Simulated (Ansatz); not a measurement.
CuAl2 and the effect of the dispersion correction

The cell as given:

```yaml
crystal:
  lattice:
    - [-3.03350, 3.03350, 2.43850]
    - [3.03350, -3.03350, 2.43850]
    - [3.03350, 3.03350, -2.43850]
  atoms:
    - { symbol: Cu, position: [0.25000, 0.25000, 0.00000] }
    - { symbol: Cu, position: [0.75000, 0.75000, 0.00000] }
    - { symbol: Al, position: [0.34190, 0.15810, 0.50000] }
    - { symbol: Al, position: [0.84190, 0.34190, 0.18380] }
    - { symbol: Al, position: [0.65810, 0.84190, 0.50000] }
    - { symbol: Al, position: [0.15810, 0.65810, 0.81620] }
```

Kept alike: task relaxation of cell and atoms; functional PBEsol; k mesh 7 × 7 × 7; occupations fermi-dirac, width 0.05 eV; no spin polarisation. Program: Ansatz, Ansatz PAW, cutoff 420 eV. The mesh is that of the run's cell of 6 atoms. No spin-orbit coupling.

```csv
dispersion correction,volume (Å³/atom)
D3(BJ),13.909
D3(BJ)-ATM,14.001
D4,14.143
none,14.462
```

The relaxations keep at least the cell's symmetry (I4/mcm). For a metal such a mesh leaves the last digits unconverged. Relaxations stop with a little pressure left, so the last digits of a volume or edge aren't settled. All rows use potentials made for PBE.

What does the dispersion correction change here?

The volume runs from 13.909 (D3(BJ)) to 14.462 Å³/atom (none). Against no correction: D3(BJ) -3.8 %; D3(BJ)-ATM -3.2 %; D4 -2.2 %. Dispersion terms mostly attract and so lower the volume; the schemes' coefficients and damping set how far.

Every dispersion correction contracts CuAl2, D3(BJ) most and D4 least. The uncorrected cell is already smaller than the starting one, which lies close to the measured structure, so the added attraction worsens the agreement in volume. This is plausible for an intermetallic held together by delocalised Al s and p electrons hybridised with Cu states. PBEsol already describes most of that cohesion and tends towards short bonds, while pairwise terms built on atom-like polarisabilities can overstate the attraction where conduction electrons screen the fluctuating dipoles.

Adding the three-body term to D3(BJ) recovers only a small part of the contraction, from 13.909 to 14.001 Å³/atom, as expected if its net contribution is repulsive in a densely packed solid. The weaker effect of D4 probably reflects its different coefficients and damping together, which the volumes alone can't separate. The contraction therefore measures how each scheme acts on top of PBEsol, and isn't evidence that van der Waals forces govern the bonding in CuAl2.
